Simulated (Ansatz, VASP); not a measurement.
**MgO in VASP and in Ansatz**

Contents of INCAR:

```
SYSTEM = MgO
PREC     = Accurate       ! precision mode
ENCUT    = 520            ! plane-wave cutoff, eV
EDIFF    = 1E-6           ! SCF threshold, eV
ISMEAR   = 0              ! smearing method
SIGMA    = 0.05           ! smearing width, eV
LREAL    = .FALSE.        ! projectors in reciprocal space
LASPH    = .TRUE.         ! aspherical terms in the spheres
NELM     = 100            ! most SCF steps
ALGO     = Normal         ! electronic algorithm
ISIF     = 2              ! what is computed and relaxed
LWAVE    = .FALSE.        ! write WAVECAR
LCHARG   = .TRUE.         ! write CHGCAR
GGA      = PS             ! functional
LELF     = .TRUE.         ! ELF
LVHAR    = .TRUE.       
NBANDS   = 16             ! bands
```

KPOINTS

```
regular mesh
0
G
  9 9 6
  0 0 0
```

Contents of POSCAR:

```
MgO
1.0
    3.3486902732      0.0000000000      0.0000000000
   -1.6743451366      2.9000508460      0.0000000000
    0.0000000000      0.0000000000      4.8847345015
Mg O
2 2
Direct
    0.3333333333      0.6666666667      0.0272667940
    0.6666666667      0.3333333333      0.5272667940
    0.3333333333      0.6666666667      0.4009416620
    0.6666666667      0.3333333333      0.9009416620
```

Input for Ansatz:

```yaml
crystal:
  lattice:
    - [3.3486902732, 0.0, 0.0]
    - [-1.6743451366, 2.900050846, 0.0]
    - [0.0, 0.0, 4.8847345015]
  atoms:
    - { symbol: Mg, position: [0.3333333333, 0.6666666667, 0.027266794] }
    - { symbol: Mg, position: [0.6666666667, 0.3333333333, 0.527266794] }
    - { symbol: O, position: [0.3333333333, 0.6666666667, 0.400941662] }
    - { symbol: O, position: [0.6666666667, 0.3333333333, 0.900941662] }
basis:
  ecutwfc: 520.0
kpoints:
  mp_grid: { grid: [9, 9, 6] }
hamiltonian:
  xc: pbesol
  pseudopotentials: { kind: paw, azcp: { folder: soft_1 } }
scf:
  occupations: { method: gaussian, width: 0.05 }
output:
  forces: true
  stress: true
  eigenvalues: true
```

Alike in both runs: task single point; functional PBEsol; k mesh 9 × 9 × 6; occupations gaussian, width 0.05 eV; no spin polarisation.

|  | VASP | Ansatz |
| --- | --- | --- |
| version | VASP 6.6.1 | Ansatz 0.2.0 |
| potentials or method | VASP PAW PBE potentials, release 64 (Mg, O) | scalar-relativistic, plane waves, PAW |
| plane-wave cutoff (eV) | 520 | 520 |
| valence electrons in the cell | 16 | 32 |

```csv
,VASP,Ansatz,Ansatz less VASP
gap on the k mesh at the Fermi level (eV),3.44,3.44,+0.002
least direct gap on the mesh (eV),3.44,3.44,+0.002
pressure (GPa),2.9,3.1,+0.19
largest component of the traceless stress (GPa),17.88,17.47,-0.417
rms of the force components (eV/Å),1.114,1.090,-0.0241
```

Atom by atom the forces differ by 0.024 eV/Å (rms over components). The functional is the same, so the differences come from potentials, cutoffs and numerics. The two sets of potentials don't hold the same shells in valence. Ansatz warned: «pseudo_functional_mismatch».

Caveats: the PAW data sets were made with another functional, which shifts forces and pressure a little (VASP); an odd mesh through Γ misses points on the zone boundary, where band edges often lie.
